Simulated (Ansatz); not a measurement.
Runs of Ansatz 0.2.0 on Gd. The structure is cubic, space group Im-3m (No. 229). The conventional cell has a = 4.050 Å, b = 4.050 Å, c = 4.050 Å, α = 90.00°, β = 90.00°, γ = 90.00°. Gd (site symmetry m-3m) has 8 Gd at 3.51 Å as nearest neighbours. This isn't the form of Gd at room conditions, which is hcp.

```tsv
task	level	spin	U	cell	k mesh	cutoff (eV)	smearing	gap on the mesh (eV)	pressure (GPa)	moment (μB)
density of states	PBEsol+U	collinear, ferromagnetic start	Gd f U = 2 eV	as given	9 × 9 × 9	163	fermi-dirac 0.05 eV	none	-2.2	(b)
density of states	PBEsol+U	collinear, ferromagnetic start	Gd f U = 4 eV	as given	9 × 9 × 9	163	fermi-dirac 0.05 eV	none	-2.1	7.79
single point	PBEsol	off	-	as given	9 × 9 × 9	163	fermi-dirac 0.05 eV	none	(c)	-
density of states	PBEsol+U	collinear, ferromagnetic start	Gd f U = 8 eV	as given	9 × 9 × 9	163	fermi-dirac 0.05 eV	none	(a)	7.81
relaxation of cell and atoms	PBEsol+D4+U	non-collinear, ferromagnetic start	Gd f U = 3.0 eV	relaxed	7 × 7 × 7	-	methfessel-paxton 0.1 eV	none	0.0	7.64
density of states	PBEsol+U	collinear, ferromagnetic start	Gd f U = 6 eV	as given	9 × 9 × 9	163	fermi-dirac 0.05 eV	none	-1.9	7.81
single point	PBEsol	collinear, ferromagnetic start	-	as given	9 × 9 × 9	163	fermi-dirac 0.05 eV	none	-2.3	7.60
```

Alike in all rows: potentials or basis all-electron LAPW, scalar-relativistic; basis error allowed 0.001 eV/atom.

Question: Estimate the missing entries.

Answer: (a) -1.8; (b) 7.78; (c) -4.6.

Caveats: an open f shell can end in a state above the lowest; spin-orbit coupling is left out, which moves the levels of the heavy elements (some runs); the magnetic state may not be the lowest (some runs); U is the effective U less J, on atomic orbitals that reach past the spheres (some runs); the k mesh is thin for a metal, which can move the energy by tens of meV per atom (some runs); the program listed the state as in doubt (some runs); pairwise dispersion overbinds metals, which lowers pressure and volume (some runs).

A k mesh can miss the band edges, and the runs leave out spin-orbit coupling on Gd.

A gap of «none» marks a metal or a gap under the smearing width.

Not every run made on this cell is shown here.
